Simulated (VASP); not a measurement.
Runs of VASP 6.6.1 on MgS. All rows change the cell; the cell of one of them follows. It takes space group Imm2 (No. 44, orthorhombic). The conventional cell has a = 3.856 Å, b = 4.157 Å, c = 5.666 Å, α = 90.00°, β = 90.00°, γ = 90.00°. Around Mg (site symmetry mm2) lie 4 S at 2.39 to 2.52 Å. S (site symmetry mm2) has 4 Mg at 2.39 to 2.52 Å as nearest neighbours. The cell comes from a database or a generator and needn't be the stable form of this composition.

| cell | gap on the mesh (eV) | pressure (GPa) | largest force (eV/Å) |
| --- | --- | --- | --- |
| strain +0.0750 x Voigt [0, 0, 0, 0, 0, 1], atoms carried along | (a) | -2.1 | 0.42 |
| strain -0.1000 x Voigt [0, 0, 0, 0, 0, 1], atoms carried along | 2.93 | -1.8 | (b) |
| strain +0.0875 x Voigt [0, 0, 0, 0, 0, 1], atoms carried along | 2.97 | -2.0 | 0.49 |
| strain +0.0625 x Voigt [0, 0, 0, 0, 0, 1], atoms carried along | 3.05 | -2.2 | 0.35 |

Alike in all rows: task single point; level LDA; potentials or basis VASP PAW LDA potentials, release 64 (Mg, S); no spin polarisation; k mesh 8 × 8 × 8; cutoff (eV) 520; smearing gaussian 0.05 eV.

Problem. Fill in the values left out.

Solution. (a) 3.01; (b) 0.57.

A k mesh can miss the band edges.
